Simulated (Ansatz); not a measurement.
Runs of Ansatz 0.2.0 on Y. Symmetry: P6_3/mmc, No. 194, hexagonal system. Conventional cell: a = 3.643 Å, b = 3.643 Å, c = 11.844 Å, α = 90.00°, β = 90.00°, γ = 120.00°. Around Y (site symmetry -6m2) lie 12 Y at 3.63 to 3.64 Å. Y (site symmetry -3m) is surrounded by 12 Y at 3.63 to 3.64 Å. 

| level | cutoff (eV) | gap on the mesh (eV) | pressure (GPa) | relaxed volume (Å³/atom) |
| --- | --- | --- | --- | --- |
| LDA | 420 | none | 0.0 | 29.46 |
| revPBE | 420 | none | 0.0 | 33.43 |
| r2SCAN | 500 | none | 0.0 | (a) |
| PBEsol | 420 | none | 0.0 | (b) |
| RPBE | 420 | none | 0.0 | 33.80 |

Alike in all rows: task relaxation of cell and atoms; potentials or basis Ansatz PAW; no spin polarisation; cell relaxed; k mesh 8 × 8 × 3; smearing fermi-dirac 0.05 eV.

Q: Estimate the missing entries.

A: (a) 33.23; (b) 30.83.

Caveats: the plane-wave basis is chosen anew once the cell has moved, so the energies of steps on either side of that aren't comparable; the PAW data sets come from PBE, with cores solved anew for the run's functional, which leaves a small shift of forces and pressure.

A k mesh can miss the band edges, and the runs leave out spin-orbit coupling on Y.

A gap of «none» marks a metal or a gap under the smearing width.
